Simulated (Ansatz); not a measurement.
Runs of Ansatz 0.2.0 on MnS. Symmetry: Fm-3m, No. 225, cubic system. The conventional cell has a = 5.209 Å, b = 5.209 Å, c = 5.209 Å, α = 90.00°, β = 90.00°, γ = 90.00°. Around Mn (site symmetry m-3m) lie 6 S at 2.60 Å. S (site symmetry m-3m) has 6 Mn at 2.60 Å as nearest neighbours. 

| task | level | potentials or basis | U | cell | cutoff (eV) | hubbard projectors | double counting | points for each segment of the path | gap on the mesh (eV) | pressure (GPa) | moment (μB) | relaxed volume (Å³/atom) |
| --- | --- | --- | --- | --- | --- | --- | --- | --- | --- | --- | --- | --- |
| single point | PBE | Ansatz PAW | - | as given | 800 | - | - | - | none | -2.9 | 4.71 | - |
| relaxation of cell and atoms | r2SCAN+U | Ansatz PAW | Mn d U = 4.5 eV | relaxed | 500 | ortho-atomic (the default) | fll (the default) | - | 1.56 | 0.0 | 5.00 | 18.67 |
| band structure | PBE | PseudoDojo standard (PBE files) | - | as given | 1306 | - | - | 14 | none | -2.0 | 4.77 | - |
| band structure | LDA+U | Ansatz PAW | Mn d U = 1 eV | as given | 420 | ortho-atomic (the default) | fll (the default) | 14 | none | -7.7 | 4.81 | - |
| relaxation of cell and atoms | PBE+U | Ansatz PAW | Mn d U = 4.5 eV | relaxed | 420 | ortho-atomic (the default) | fll (the default) | - | (b) | 0.0 | 5.00 | (a) |
| relaxation of cell and atoms | BLYP+D4 | Ansatz PAW | - | relaxed | 420 | - | - | - | none | 0.0 | 4.02 | 15.36 |

Alike in all rows: spin collinear, ferromagnetic start; k mesh 9 × 9 × 9; smearing fermi-dirac 0.05 eV.

Task: Fill in the values left out.

Result: (a) 18.81; (b) 1.10.

Caveats: a cell with one magnetic atom can't hold antiferromagnetic order, which such compounds often take; semilocal functionals often make such compounds metallic where correlation or magnetic order opens a gap, which also shifts bond lengths (some runs); the magnetic or orbital state may not be the lowest (some runs); the plane-wave basis is chosen anew once the cell has moved, so the energies of steps on either side of that aren't comparable (some runs); the PAW data sets come from PBE, with cores solved anew for the run's functional, which leaves a small shift of forces and pressure (some runs); odd divisions of the mesh miss points on the zone boundary, where band edges often lie, so the gap on the mesh can be too wide (some runs); the volume moved by -13 % from the deposited cell, more than functionals usually miss (some runs).

A k mesh can miss the band edges.

A gap of «none» marks a metal or a gap under the smearing width.
